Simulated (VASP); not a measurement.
# Si2Mo (I4/mmm) in VASP: further runs, part 3 of 3

VASP 6.6.1. Earlier steps stand in the parts before.

### Step 5. Relaxation of cell and atoms, PBEsol

This run uses another cell than the first one, of 13.42 Å³/atom, 1.021 times its volume.

INCAR reads:

```
SYSTEM = Si2Mo
PREC = Accurate
ENCUT = 600
EDIFF = 1E-6
ISMEAR = 1
SIGMA = 0.1
LREAL = .FALSE.
LASPH = .TRUE.
NELM = 80
ALGO = Normal
ISIF = 3
LWAVE = .FALSE.
LCHARG = .FALSE.
GGA = PS
IBRION = 2
NSW = 90
EDIFFG = -0.01
KPAR = 4
```

KPOINTS reads:

```
regular mesh
0
G
  16 16 16
  0 0 0
```

POSCAR reads:

```
Si2Mo
1.0
   -1.6000000000      1.6000000000      3.9305000000
    1.6000000000     -1.6000000000      3.9305000000
    1.6000000000      1.6000000000     -3.9305000000
Si Mo
2 1
Direct
    0.3330000000      0.3330000000      0.0000000000
    0.6670000000      0.6670000000      0.0000000000
    0.0000000000      0.0000000000      0.0000000000
```

Potentials or basis: VASP PAW PBE potentials, release 64 (Si, Mo_sv).

Command:

```console
$ cat potpaw_PBE.64/Si/POTCAR potpaw_PBE.64/Mo_sv/POTCAR > POTCAR
$ mpirun -np 4 vasp_std > vasp.out
```

OUTCAR:

```text
SYSTEM = Si2Mo
   PREC = Accurate
   ENCUT = 600
   EDIFF = 1E-6
   ISMEAR = 1
   LREAL = .FALSE.
   LASPH = .TRUE.
   NELM = 80
   ISIF = 3
   GGA = PS
   IBRION = 2
   NSW = 90
   EDIFFG = -0.01

 ion  position               nearest neighbor table
   1  0.333  0.333  0.000-   2 2.61   2 2.61   2 2.61   2 2.61   3 2.62   3 2.62   3 2.62   3 2.62
                             3 2.62   2 2.63
   2  0.667  0.667  0.000-   1 2.61   1 2.61   1 2.61   1 2.61   3 2.62   3 2.62   3 2.62   3 2.62
                             3 2.62   1 2.63
   3  0.000  0.000  0.000-   2 2.62   1 2.62   2 2.62   1 2.62   2 2.62   1 2.62   1 2.62   2 2.62
                             1 2.62   2 2.62

  LATTYP: Found a body centered tetragonal cell.
 ALAT       =     3.2000000000
 C/A-ratio  =     2.4565625000

  Lattice vectors:

 A1 = (  -1.6000000000,   1.6000000000,   3.9305000000)
 A2 = (   1.6000000000,  -1.6000000000,   3.9305000000)
 A3 = (   1.6000000000,   1.6000000000,  -3.9305000000)

Analysis of symmetry for initial positions (statically):
=====================================================================
 Subroutine PRICEL returns:
 Original cell was already a primitive cell.

 Routine SETGRP: Setting up the symmetry group for a
 body centered tetragonal supercell.

 Subroutine GETGRP returns: Found 16 space group operations
 (whereof 16 operations were pure point group operations)
 out of a pool of 16 trial point group operations.

The static configuration has the point symmetry D_4h.

Analysis of symmetry for dynamics (positions and initial velocities):
=====================================================================
 Subroutine PRICEL returns:
 Original cell was already a primitive cell.

 Routine SETGRP: Setting up the symmetry group for a
 body centered tetragonal supercell.

 Subroutine GETGRP returns: Found 16 space group operations
 (whereof 16 operations were pure point group operations)
[... 147 lines left out ...]
 Free energy of the ion-electron system (eV)
  ---------------------------------------------------
  ext. energy  EPLUGINS =         0.00000000
  ---------------------------------------------------
  free energy    TOTEN  =       -25.07073068 eV

  energy without entropy =      -25.07038750  energy(sigma->0) =      -25.07061629

------------------------ aborting loop because EDIFF is reached ----------------------------------------

  FORCE on cell =-STRESS in cart. coord.  units (eV):
  Direction    XX          YY          ZZ          XY          YZ          ZX
  --------------------------------------------------------------------------------------
  -------------------------------------------------------------------------------------
  Total       -0.4991245     -0.4991245     -0.8140136      0.0000000      0.0000000     -0.0000000
  in kB      -19.8688028    -19.8688028    -32.4036907      0.0000000      0.0000000     -0.0000000
  external PRESSURE =     -24.0470988 kB  Pullay stress =       0.0000000 kB
[... 172 lines left out ...]
--------------------------------------- Ionic step        6  -------------------------------------------

 number of electron      22.0000000 magnetization

 Free energy of the ion-electron system (eV)
  ---------------------------------------------------
  ext. energy  EPLUGINS =         0.00000000
  ---------------------------------------------------
  free energy    TOTEN  =       -25.07926401 eV

  energy without entropy =      -25.07890425  energy(sigma->0) =      -25.07914409

 E-fermi :  12.2963     XC(G=0): -12.5544

 val. band max:       12.2943683034   @ k =  -0.4375  -0.4375   0.3750
 cond. band min:      12.3021020568   @ k =  -0.3750   0.5000   0.3750
 fundamental gap:      0.0077337535
 Fermi energy:        12.2963234671

 k-point     1 :       0.0000    0.0000    0.0000
  band No.  band energies     occupation
      1     -48.2958      2.00000
      2     -22.4861      2.00000
      3     -22.4023      2.00000
      4     -22.4023      2.00000
      5      -1.1747      2.00000
      6       5.8531      2.00000
      7       8.9164      2.00000
      8       9.1801      2.00000
      9       9.6758      2.00000
     10       9.6758      2.00000
     11      12.6950     -0.00000
     12      15.4500      0.00000
     13      15.5363      0.00000
     14      15.8655      0.00000
[... 401 lines left out ...]
      2     -22.4841      2.00000
      3     -22.4125      2.00000
      4     -22.4110      2.00000
      5      -1.0521      2.00000
      6       5.9632      2.00000
      7       8.4492      2.00000
      8       9.2160      2.00000
      9       9.3598      2.00000
     10      10.1860      2.00000
     11      12.2257      1.92419
     12      15.1425      0.00000
     13      15.7017      0.00000
     14      15.7160      0.00000
     15      15.9257      0.00000

 [... further k-points ...]

------------------------ aborting loop because EDIFF is reached ----------------------------------------

  FORCE on cell =-STRESS in cart. coord.  units (eV):
  Direction    XX          YY          ZZ          XY          YZ          ZX
  --------------------------------------------------------------------------------------
  -------------------------------------------------------------------------------------
  Total       -0.0033498     -0.0033498     -0.0230876      0.0000000     -0.0000000      0.0000000
  in kB       -0.1346276     -0.1346276     -0.9278810      0.0000000     -0.0000000      0.0000000
  external PRESSURE =      -0.3990454 kB  Pullay stress =       0.0000000 kB
[... 18 lines left out ...]
  FREE ENERGIE OF THE ION-ELECTRON SYSTEM (eV)
  ---------------------------------------------------
  free  energy   TOTEN  =       -25.0792640096 eV

  energy  without entropy=      -25.0789042504  energy(sigma->0) =      -25.07914409

 reached required accuracy - stopping structural energy minimisation
```

CONTCAR:

```text
Si2Mo
   1.00000000000000
    -1.5959790376281859    1.5959790376281859    3.9127492962782022
     1.5959790376281859   -1.5959790376281859    3.9127492962782022
     1.5959790376281859    1.5959790376281859   -3.9127492962782022
  Si              Mo
     2     1
Direct
     0.3350698542451081    0.3350698542451081    0.0000000000000000
     0.6649301457548918    0.6649301457548918    0.0000000000000000
     0.0000000000000000    0.0000000000000000    1.0000000000000000

  0.00000000E+00  0.00000000E+00  0.00000000E+00
  0.00000000E+00  0.00000000E+00  0.00000000E+00
  0.00000000E+00  0.00000000E+00  0.00000000E+00
```

It took 2.8 min on 4 MPI ranks of AMD EPYC 9R45 (Zen 5), shared host; peak memory 0.39 GiB.

What came out:

```yaml
Free_energy: -25.0793 eV
Relaxed_volume: 13.29 Å³/atom
Relaxed_cell: a = 4.517 Å, b = 4.517 Å, c = 4.517 Å, α = 138.62°, β = 138.62°, γ = 59.96°
Space_group_after_relaxing_to_0.05_Å: I4/mmm (No. 139)
Energy_gained_by_relaxing: 2.8 meV/atom
Ionic_steps: 6
Pressure_after_relaxing: 0.0 GPa
Band_gap_on_the_k_mesh: none (metal or under the smearing width)
```

Stress tensor (GPa, compression positive):
```
-0.01  0.00  0.00
 0.00 -0.01  0.00
 0.00  0.00 -0.09
```

Step by step:
| step | energy change (eV) | largest force (eV/Å) | pressure (GPa) | volume (Å³) |
| --- | --- | --- | --- | --- |
| 1 | 0.0000 | 0.3212 | -2.40 | 40.25 |
| 2 | 0.0027 | 0.0324 | 4.60 | 39.09 |
| 3 | -0.0067 | 0.1684 | 0.70 | 39.71 |
| 4 | -0.0085 | 0.0000 | 0.02 | 39.86 |
| 5 | -0.0085 | 0.0006 | 0.02 | 39.86 |
| 6 | -0.0085 | 0.0017 | -0.04 | 39.87 |

Final structure:
```
Si Mo
1.0
    -1.59598    1.59598    3.91275
     1.59598   -1.59598    3.91275
     1.59598    1.59598   -3.91275
Si Mo
2 1
Direct
  0.33507 0.33507 0.00000
  0.66493 0.66493 0.00000
  0.00000 0.00000 0.00000
```

Caveat: the PAW data sets were made with another functional, which shifts forces and pressure a little.

### Step 6. The runs side by side

```csv
level,gap on the mesh (eV),pressure (GPa),relaxed volume (Å³/atom)
PBE+D3(BJ),none,0.0,-
PBE,none,0.0,13.59
PBEsol,none,0.0,13.29
```

Alike in all rows: task relaxation of cell and atoms; potentials or basis VASP PAW PBE potentials, release 64 (Si, Mo_sv); no spin polarisation; cell relaxed; k mesh 16 × 16 × 16; cutoff (eV) 600; smearing methfessel-paxton 0.1 eV.

Caveats: the relaxation stopped at its first step, so nothing moved (some runs); pairwise dispersion overbinds metals, which lowers pressure and volume (some runs); the PAW data sets were made with another functional, which shifts forces and pressure a little (some runs).

Total energies depend on the potentials used, so only differences within one code and one set of settings carry meaning.
